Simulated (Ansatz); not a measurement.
# TiO: changing the dispersion correction

The cell as given:

```
Ti O
1.0
     4.98909    0.00000    0.00000
    -2.49454    4.32068    0.00000
     0.00000    0.00000    2.87331
Ti O
3 3
Direct
  0.00000 0.00000 0.00000
  0.33333 0.66667 0.50000
  0.66667 0.33333 0.50000
  0.00000 0.39444 0.00000
  0.39444 0.00000 0.00000
  0.60556 0.60556 0.00000
```

The cell comes from a database or a generator and needn't be the stable form of this composition.

Kept alike: task relaxation of cell and atoms; functional PBEsol; k mesh 6 × 6 × 9; occupations fermi-dirac, width 0.05 eV; no spin polarisation. Program: Ansatz, Ansatz PAW, cutoff 420 eV. The mesh is that of the run's cell of 6 atoms. No spin-orbit coupling.

```csv
dispersion correction,volume (Å³/atom),first edge of the run's cell (Å),third edge of the run's cell (Å)
D3(BJ),9.814,4.914,2.816
D3(BJ)-ATM,9.865,4.923,2.821
D4,9.957,4.940,2.827
none,10.063,4.956,2.838
```

The relaxations keep at least the cell's symmetry (P-62m). For a metal such a mesh leaves the last digits unconverged. Relaxations stop with a little pressure left, so the last digits of a volume or edge aren't settled. Ansatz's relaxations hold a Pulay term in the stress (up to 0.6 GPa here). All rows use potentials made for PBE.

Q: What does the dispersion correction change here?

A: The volume runs from 9.814 (D3(BJ)) to 10.063 Å³/atom (none). Against no correction: D3(BJ) -2.5 %; D3(BJ)-ATM -2.0 %; D4 -1.1 %. Dispersion terms mostly attract and so lower the volume; the schemes' coefficients and damping set how far. The first edge of the run's cell runs from 4.914 (D3(BJ)) to 4.956 Å (none). The third edge of the run's cell runs from 2.816 (D3(BJ)) to 2.838 Å (none).
